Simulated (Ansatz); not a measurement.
# Mg (P6/mmm, 1 atom in the cell): following an unstable mode, part 2 of 2

Wanted: the energy along a soft mode of Mg (P6/mmm, 1 atom in the cell) and the structure at the end.

Ansatz 0.2.0; DFT PBEsol, scalar-relativistic, plane waves, PAW.

So far, highest frequency on the path or at a solved wavevector (cm⁻¹): step 2 (phonons on a q mesh) 258. Also lowest frequency on the path (cm⁻¹): step 2 -128.

This is not the structure that Mg takes at ambient pressure and room temperature (hexagonal, No. 194); it is a model or a phase of other conditions.

### Step 6. Relaxing from the distorted cell

Starting from the lowest point found, all atoms and the cell are let go, so that strain and other modes of the same symmetry can join in.

Input file input.yaml:

```yaml
crystal:
  lattice:
    - [0.0, 0.0, -3.0625243538]
    - [-4.6133307097, -2.6635077271, 0.0]
    - [-4.6133307097, 2.6635077271, 0.0]
  atoms:
    - { symbol: Mg, position: [-0.0979548511, 0.6666666667, 0.6666666667] }
    - { symbol: Mg, position: [0.1959168094, 0.3333333333, 0.3333333333] }
    - { symbol: Mg, position: [-0.0979548511, 0.0, 0.0] }
kpoints:
  mp_grid: { grid: [12, 9, 9] }
hamiltonian:
  xc: pbesol
scf:
  occupations: { method: methfessel_paxton, width: 0.15 }
output:
  forces: true
  stress: true
  eigenvalues: true
relax:
  adjacent_minimum: "off"
  f_tol: 0.002
  max_steps: 120
  cell: { stress_tol: 0.03 }
```

On the command line:

```sh
ansatz run input.yaml --threads 4 --pin off --max-ram 7168MiB --backend cpu --events-out ev --progress --plain --runs-dir out
```

Numbers of over 12 decimals in the logs are rounded to 6 here.

The program printed:

```text
[...]
Crystal: 3 atoms, lattice volume = 75.262 Å³
Basis set: ecut = 420 eV, 1493 PW (Γ), exchange–correlation on 48×72×72 points (8 copies of the dense FFT grid, shifted against one another)
Bands: 19, of which v1, the nominal top of the filled ones, is band 15 counted from 1 (14 counted from 0)
Symmetry: 12 space group operations
[...]
k-points: 84 of 972 (time reversal used)
[...]
SCF iter   1: F=—  HF=-5735.733927 eV  |F-HF|=—  |Δ(HF+E_count)|=         —  Δρ=1.70e-3  dr2=9.93e-4  ethr=1.77e-3  ⟨swp⟩=5.0  Hψ=6813  notcnv=0
[...]
SCF iter   5: F=-5735.731734 eV  HF=-5735.731734 eV  |F-HF|=9.64e-8  |Δ(HF+E_count)|=   3.63e-7  S|Δr|=    0.00e0  Δρ=1.53e-5  dr2=8.01e-8  ethr=3.33e-10  ⟨swp⟩=3.4  Hψ=6970  notcnv=0
SCF 1 converged in 5 iterations: F = -5735.731734 eV  dr2 = 8.01e-8
[...]
relax step   1: F+E_penalty+E_count = -5735.73173432 eV  Δ(F+E_penalty+E_count) = +0.000e0 eV  max|allowed force component| = 4.415e-1 eV/Å  Δτ_max = 0.0000 Å  P = -1.705 GPa  Ω = 75.262 Å³  (5 SCF iters, dr2 threshold 1.00e-7 eV, accepted)
Crystal: 3 atoms, lattice volume = 72.117 Å³
Basis set: ecut = 420 eV, 1397 PW (Γ), exchange–correlation on 48×72×72 points (8 copies of the dense FFT grid, shifted against one another)
[...]
iter 1 solved again at ethr=1.43e-5 eV; its pass at ethr=3.10e-3 eV (dr2=4.29e-3 eV) is discarded
[...]
SCF iter   5: F=-5735.890711 eV  HF=-5735.890711 eV  |F-HF|=4.29e-9  |Δ(HF+E_count)|=   1.41e-7  S|Δr|=    0.00e0  Δρ=5.55e-6  dr2=1.11e-8  ethr=1.00e-9  ⟨swp⟩=6.2  Hψ=6434  notcnv=0
SCF 2 converged in 5 iterations: F = -5735.890711 eV  dr2 = 1.11e-8
relax step   2: F+E_penalty+E_count = -5735.89071060 eV  Δ(F+E_penalty+E_count) = -1.590e-1 eV  max|allowed force component| = 3.420e-1 eV/Å  Δτ_max = 0.1950 Å  P = -1.275 GPa  Ω = 72.117 Å³  energy of the carried Pulay correction = +4.153e-5 eV  (5 SCF iters, dr2 threshold 3.00e-7 eV, accepted)
Crystal: 3 atoms, lattice volume = 68.722 Å³
Basis set: ecut = 420 eV, 1325 PW (Γ), exchange–correlation on 48×72×72 points (8 copies of the dense FFT grid, shifted against one another)
[...]
SCF iter   5: F=-5735.978857 eV  HF=-5735.978857 eV  |F-HF|=4.38e-9  |Δ(HF+E_count)|=   5.09e-8  S|Δr|=    0.00e0  Δρ=5.58e-6  dr2=1.17e-8  ethr=1.00e-9  ⟨swp⟩=5.3  Hψ=6335  notcnv=0
SCF 3 converged in 5 iterations: F = -5735.978857 eV  dr2 = 1.17e-8
[...]
relax step   3: F+E_penalty+E_count = -5735.97885689 eV  Δ(F+E_penalty+E_count) = -8.815e-2 eV  max|allowed force component| = 6.072e-2 eV/Å  Δτ_max = 0.1949 Å  P = -0.197 GPa  Ω = 68.722 Å³  energy of the carried Pulay correction = +8.841e-5 eV  (5 SCF iters, dr2 threshold 3.00e-7 eV, accepted)
[...]
relax step   4: F+E_penalty+E_count = -5735.98015541 eV  Δ(F+E_penalty+E_count) = -1.299e-3 eV  max|allowed force component| = 3.250e-2 eV/Å  Δτ_max = 0.0463 Å  P = +0.166 GPa  Ω = 68.046 Å³  energy of the carried Pulay correction = +9.801e-5 eV  (4 SCF iters, dr2 threshold 3.00e-7 eV, accepted)
[...]
relax step   5: F+E_penalty+E_count = -5735.98208716 eV  Δ(F+E_penalty+E_count) = -1.932e-3 eV  max|allowed force component| = 2.599e-3 eV/Å  Δτ_max = 0.0141 Å  P = -0.061 GPa  Ω = 68.432 Å³  energy of the carried Pulay correction = +9.252e-5 eV  (4 SCF iters, dr2 threshold 3.00e-7 eV, accepted)
[...]
relax step   6: F+E_penalty+E_count = -5735.98213912 eV  Δ(F+E_penalty+E_count) = -5.197e-5 eV  max|allowed force component| = 2.801e-4 eV/Å  Δτ_max = 0.0014 Å  P = +0.021 GPa  Ω = 68.269 Å³  energy of the carried Pulay correction = +9.483e-5 eV  (3 SCF iters, dr2 threshold 4.63e-8 eV, accepted)
[...]
relax step   7: F+E_penalty+E_count = -5735.98214260 eV  Δ(F+E_penalty+E_count) = -3.474e-6 eV  max|allowed force component| = 1.820e-5 eV/Å  Δτ_max = 0.0001 Å  P = +0.001 GPa  Ω = 68.310 Å³  energy of the carried Pulay correction = +9.426e-5 eV  (3 SCF iters, dr2 threshold 3.53e-9 eV, accepted)
[...]
SCF iter   5: F=-5735.982009 eV  HF=-5735.982009 eV  |F-HF|=1.82e-12  |Δ(HF+E_count)|=  1.00e-11  S|Δr|=    0.00e0  Δρ=4.56e-8  dr2=9.98e-13  ethr=1.00e-12  ⟨swp⟩=5.1  Hψ=6019  notcnv=0
SCF 8 converged in 5 iterations: F = -5735.982009 eV  dr2 = 9.98e-13
relax step   8: F+E_penalty+E_count = -5735.98200939 eV  Δ(F+E_penalty+E_count) = +1.332e-4 eV  max|allowed force component| = 1.792e-5 eV/Å  Δτ_max = 0.0000 Å  P = +0.002 GPa  Ω = 68.310 Å³  stress off target by 2.48e-3 GPa  SCF on the basis re-selected at this cell (its energy is not comparable with the rows above)  (5 SCF iters)
basis re-selected at this cell: Δ(F+E_penalty+E_count) = +1.332e-4 eV, ΔP = +0.001 GPa vs the last step (what re-selecting the basis moved, of the pressure what is left beyond the Pulay correction that the steps carried, after the strain that the cell walked since its last selection, with what the two solves' SCF thresholds leave and, on support functions, any second-order correction that the steps lacked; it is no m [...]
SCF converged after 5 iterations
[...]
Free energy (F): -5735.982009 eV
[...]
Internal energy: -5735.983444 eV  (E = F + TS)
E sigma→0 (E₀):  -5735.982368 eV
Entropy (-TS):   0.001435 eV (0.478 meV/atom)
Fermi energy:    5.755160 eV
[...]
--- Forces (eV/Å), atoms counted from 1 ---
  atom   1  Mg     0.00000000     0.00000000     0.00000896
  atom   2  Mg    -0.00000000    -0.00000000    -0.00001792
  atom   3  Mg    -0.00000000     0.00000000     0.00000896
  max |Σ_I F_I| component: 1.77e-10 eV/Å
--- Stress (GPa, compression-positive) ---
        0.001762       0.000000       0.000000
        0.000000       0.001762      -0.000000
        0.000000      -0.000000       0.002476
  P = ⅓ Tr σ = 0.0020 GPa (0.020 kbar)
--- Band table (eV; the first three rows and the last of 84) ---
  k-point 0: bands = [... 11 lower, -36.9163, -1.2915, 5.9104, 5.9104, 5.9658, 5.9658, 7.0511, 7.1114]
  k-point 1: bands = [... 11 lower, -36.9163, -1.1944, 4.6735, 5.2323, 5.8102, 6.8224, 7.7159, 8.1682]
  k-point 2: bands = [... 11 lower, -36.9162, -0.9040, 3.3314, 4.7046, 5.3060, 7.8854, 8.7552, 9.9554]
  k-point 83: bands = [... 11 lower, -36.9130, 4.6188, 5.0189, 5.0189, 5.2055, 5.2055, 5.7083, 11.4309]
--- Relaxed structure (7 steps of the walk, 7 accepted, 1 SCFs on fresh bases) ---
  F+E_penalty+E_count = -5735.98200939 eV   max|allowed force component| = 1.792e-5 eV/Å   (the final SCF, on the basis selected at the relaxed cell)
  cell:  # Å, volume = 68.3095 Å³
    - [0, 0, -3.072227]
    - [-4.388128, -2.533487, 0]
    - [-4.388128, 2.533487, 0]
  atoms:
    - { symbol: Mg, position: [-0.166663, 0.666667, 0.666667] }
    - { symbol: Mg, position: [0.333333, 0.333333, 0.333333] }
    - { symbol: Mg, position: [-0.166663, 0, 0] }
```

The job ended after 15 s (4 threads of Arm Neoverse V2, shared host; peak memory 0.46 GiB).

The steps of the relaxation:

```
step  energy less that of the first step (eV)  largest force component (eV/Å)  pressure (GPa)  volume (Å³)
   1                                   0.0000                          0.4415           -1.71        75.26
   2                                  -0.1590                          0.3420           -1.28        72.12
   3                                  -0.2471                          0.0607           -0.20        68.72
   4                                  -0.2484                          0.0325            0.17        68.05
   5                                  -0.2504                          0.0026           -0.06        68.43
   6                                  -0.2504                          0.0003            0.02        68.27
   7                                  -0.2504                          0.0000            0.00        68.31
  8*                                  -0.2503                          0.0000            0.00        68.31
```

Relaxation steps marked * repeat the geometry before them on a plane-wave basis chosen anew for their cell, so energy and pressure can jump there.

The run keeps the 12 symmetry operations that it works with, so distortions that break them were not tested.

```csv
cell as run,before,after,change
a (Å),3.063,3.072,+0.3 %
b (Å),5.327,5.067,-4.9 %
c (Å),5.327,5.067,-4.9 %
volume (Å³/atom),25.09,22.77,-9.2 %
```

The atoms that moved most (Å, as changes of fractional coordinates times the final cell):

```
atom     dx     dy      dz  length
 Mg2  0.000  0.000  -0.422   0.422
 Mg1  0.000  0.000   0.211   0.211
 Mg3  0.000  0.000   0.211   0.211
```

The relaxed structure:

```
Mg
1.0
     0.00000    0.00000   -3.07223
    -4.38813   -2.53349    0.00000
    -4.38813    2.53349    0.00000
Mg
3
Cartesian
  -5.8508 0.0000 0.5120
  -2.9254 0.0000 -1.0241
  0.0000 0.0000 0.5120
```

This step gave:

* pressure: 0.002000 GPa
* volume per atom: 22.77 Å³

The distorted start has space group P6mm; the relaxation ends in P6/mmm.

### Step 7. The new phase in its own primitive cell

The relaxed structure is symmetrised, reduced to its primitive cell and relaxed tightly, as its phonons need.

input.yaml, the sections that differ from step 6:

```yaml
crystal:
  lattice:
    - [5.0669738722, 0.0, 0.0]
    - [-2.5334869361, 4.3881280936, 0.0]
    - [0.0, 0.0, 3.0722273197]
  atoms:
    - { symbol: Mg, position: [0.3333333333, 0.6666666667, 0.0] }
    - { symbol: Mg, position: [0.0, 0.0, 0.5] }
    - { symbol: Mg, position: [0.6666666667, 0.3333333333, 0.0] }
kpoints:
  mp_grid: { grid: [9, 9, 12] }
relax:
  adjacent_minimum: "off"
  f_tol: 0.001
  max_steps: 60
  cell: { stress_tol: 0.01 }
# hamiltonian, scf, output: as in step 6
```

The program printed:

```text
[...]
Crystal: 3 atoms, lattice volume = 68.310 Å³
Basis set: ecut = 420 eV, 1325 PW (Γ), exchange–correlation on 72×72×48 points (8 copies of the dense FFT grid, shifted against one another)
Bands: 19, of which v1, the nominal top of the filled ones, is band 15 counted from 1 (14 counted from 0)
Symmetry: 24 space group operations
[...]
k-points: 84 of 972
[...]
k-point 83: bands = [... 11 lower, -36.9130, 4.6188, 5.0189, 5.0189, 5.2055, 5.2055, 5.7083, 11.4309]
--- Relaxed structure (1 steps of the walk, 1 accepted, 1 SCFs on fresh bases) ---
[...]
cell:  # Å, volume = 68.3095 Å³
    - [5.066974, 0.0, 0.0]
    - [-2.533487, 4.388128, 0.0]
    - [0.0, 0.0, 3.0722273197]
  atoms:
    - { symbol: Mg, position: [0.333333, 0.666667, 0.0] }
    - { symbol: Mg, position: [0.0, 0.0, 0.500000] }
    - { symbol: Mg, position: [0.666667, 0.333333, 0.0] }
[key lines of the parts left out:]
SCF converged after 5 iterations
Free energy (F): -5735.982009 eV
Fermi energy:    5.755160 eV
P = ⅓ Tr σ = 0.0020 GPa (0.020 kbar)
```

The job ended after 2.4 s (4 threads; peak memory 0.39 GiB; 8.8 s of CPU time).

Little changed from the start: no atom moved by 0.005 Å and no cell edge by 0.1 %.

The forces vanish by symmetry and the pressure is 0.002 GPa, within the tolerances set. The cell now holds 22.77 Å³/atom.

### Step 8. Modes of the new phase, k-mesh 9×9×12

A relaxed structure may still be a saddle point, so its zone-centre modes are computed. No field response is asked, since the mesh shows no gap.

Changes to input.yaml since step 7:

```diff
@@ -16,9 +16,4 @@
 output:
-  forces: true
-  stress: true
   eigenvalues: true
-relax:
-  adjacent_minimum: "off"
-  f_tol: 0.001
-  max_steps: 60
-  cell: { stress_tol: 0.01 }
+phonons:
+  method: dfpt
```

The program printed:

```text
zone centre: on kpoints.mp_grid the ground state, and the responses unless they are solved on pairs of k-points, stand on 175 of the mesh's 972 k-points, reduced under 4 symmetry operations, with k and −k counted as one. Each operation leaves every solved displacement unchanged or reverses it
[...]
Crystal: 3 atoms, lattice volume = 68.310 Å³
Basis set: ecut = 420 eV, 1325 PW (Γ), exchange–correlation on 72×72×48 points (8 copies of the dense FFT grid, shifted against one another)
Bands: 19, of which v1, the nominal top of the filled ones, is band 15 counted from 1 (14 counted from 0)
Symmetry: 24 space group operations
k-points: 175 of 972 (irreducible under 4 space group operations, time reversal used)
[...]
SCF iter   1: F=—  HF=-5735.984544 eV  |F-HF|=—  |Δ(HF+E_count)|=         —  Δρ=2.09e-3  dr2=1.97e-3  ethr=1.77e-3  ⟨swp⟩=5.0  Hψ=14139  notcnv=0
[...]
SCF iter   8: F=-5735.982009 eV  HF=-5735.982009 eV  |F-HF|=3.64e-12  |Δ(HF+E_count)|=  8.19e-12  S|Δr|=    0.00e0  Δρ=9.28e-8  dr2=2.64e-12  ethr=1.00e-12  ⟨swp⟩=5.2  Hψ=12721  notcnv=0
SCF 1 converged in 8 iterations: F = -5735.982009 eV  dr2 = 2.64e-12
[...]
DFPT response loops at Γ: preconditioner auto → Kerker (q_TF=auto, 2.379 Å⁻¹) (partly filled bands, converged f_vac=0.000); β = 1.00, the filter's whole step (`scf.mixing.beta` (0.50) is not read by the response loops under this deck's `scf.mixing.preconditioner`; to damp them name `kerker` or `kerker_dos`, under which they read `scf.mixing.beta`, and type it under 1.00, their step now; both keys bind the ground state too); Broyden in place of MSR1
SCF converged after 8 iterations
[...]
Free energy (F): -5735.982009 eV
[...]
Internal energy: -5735.983444 eV  (E = F + TS)
E sigma→0 (E₀):  -5735.982368 eV
Entropy (-TS):   0.001435 eV (0.478 meV/atom)
Fermi energy:    5.755160 eV
[...]
--- Band table (eV; the first three rows and the last of 175) ---
  k-point 0: bands = [... 11 lower, -36.9163, -1.2915, 5.9104, 5.9104, 5.9658, 5.9658, 7.0511, 7.1114]
  k-point 1: bands = [... 11 lower, -36.9163, -1.1803, 6.0116, 6.0116, 6.0672, 6.0672, 7.1367, 7.2161]
  k-point 2: bands = [... 11 lower, -36.9162, -0.8475, 6.3149, 6.3149, 6.3712, 6.3712, 7.3275, 7.5248]
  k-point 174: bands = [... 11 lower, -36.9138, 3.6005, 3.8406, 5.9198, 6.0852, 6.2717, 6.6205, 10.5735]
--- Phonons (Γ-DFPT): 4 representative perturbations + reference, on 175 of 972 k-points (Σ response iterations 12) ---
  k mesh reduced under 4 symmetry operations, with k and −k counted as one. Each operation leaves every solved displacement unchanged or reverses it
  ASR residual: 1.039e-4 → 0.000e0 eV/Å²; symmetrization residual: 6.357e-7 eV/Å²
  ASR residual per site (eV/Å²): 9.39e-5 1.04e-4 9.39e-5
  Γ frequencies (cm⁻¹): -90.79 0.00 0.00 0.00 150.89 180.35 180.35 251.09 251.09
  non-analytic LO–TO correction: not included (Born effective charges unavailable; polar crystals: no LO–TO splitting at Γ)
```

It took 18 s on 4 threads; peak memory 0.79 GiB; 71 s of CPU time.

This step gave:

| Item | Value |
| --- | --- |
| sum-rule residual before enforcement | 1.04e-4 eV/Å² |
| point group | 6/mmm |
| highest optical mode at the zone centre (no LO-TO term) | 251.1 cm⁻¹ |
| lowest optical zone-centre mode | -90.79 cm⁻¹ |

Patterns of degenerate modes are one choice out of their space. Modes at Γ (negative means imaginary):

| mode | frequency (cm⁻¹) | symmetry |
| --- | --- | --- |
| 1 | -90.8 | B1g |
| 2 | 0.0 | acoustic |
| 3 | 0.0 | acoustic |
| 4 | 0.0 | acoustic |
| 5 | 150.9 | A2u |
| 6 | 180.3 | E1u |
| 7 | 180.3 | E1u |
| 8 | 251.1 | E2g |
| 9 | 251.1 | E2g |

Displacements in mode 1 (-90.8 cm⁻¹), the largest set to 1:
```
Mg1  0.00  0.00  1.00
Mg2  0.00  0.00  0.00
Mg3  0.00  0.00 -1.00
```

Displacements in mode 8 (251.1 cm⁻¹), the largest set to 1:
```
Mg1  0.00  1.00  0.00
Mg2  0.00  0.00  0.00
Mg3  0.00 -1.00  0.00
```

Before it was imposed, the acoustic sum rule was missed by 1.0e-4 eV/Å². Small misses are needed for a sound result but don't prove that mesh and cutoff are converged. The lowest optical mode is imaginary, 90.8i cm⁻¹, so the energy falls along it.

### Step 9. Summary of results

```yaml
unstable_mode_of_the_parent: q = (0.333, 0.333, 0), 128i cm⁻¹
depth_at_the_lowest_point_sampled: 96.6 meV/atom
largest_atomic_shift_at_that_point: 0.6 Å
space_group_reached_within_0p01_a: P6/mmm
energy_gained_over_the_parent_first_relaxation_on_the_mesh_of_the_frozen_mode: 180 meV/atom
volume_per_atom_phase_reached: 22.8 Å³
lowest_optical_zone_centre_mode_phase_reached: -90.8 cm⁻¹
highest_optical_mode_at_the_zone_centre_no_lo_to_term_phase_reached: 251 cm⁻¹
```

What this shows: Along this mode the structure falls into P6/mmm, 180 meV/atom below the parent. At the parent's cell the well is 96.60 meV/atom deep on the steps tried, with its lowest point at a shift of 0.6 Å. That is the last step tried, so the steps alone don't bracket the bottom of the well. Relaxing atoms and cell changes the gain by +83.47 meV/atom against the lowest step (energies at zero smearing). The end point has the space group of the parent. The new phase still has an imaginary mode at the zone centre of its cell, so it is a saddle point on the way to a lower structure. Of the 3 patterns followed to their end from this parent, this one ends 56.0 meV/atom above the lowest, P6_3/mmc. Each path keeps the symmetry of its pattern, so a lower phase may lie along a pattern not tried. With no gap, or one that is small against the smearing, the frequencies hang on the k mesh and the smearing, most of all near Kohn anomalies. A phonon run warned that its eigensolver left some bands unconverged in a pass.

[Logs are printed without paths, hosts, clocks, repeated set-up lines and the standing remarks that a program may print on its own settings, such as how far it seeks lower states.]

[Hosts, paths, dates, database ids (printed as entryN), source tags and the programs' standing remarks are cut or masked in the printed files.]
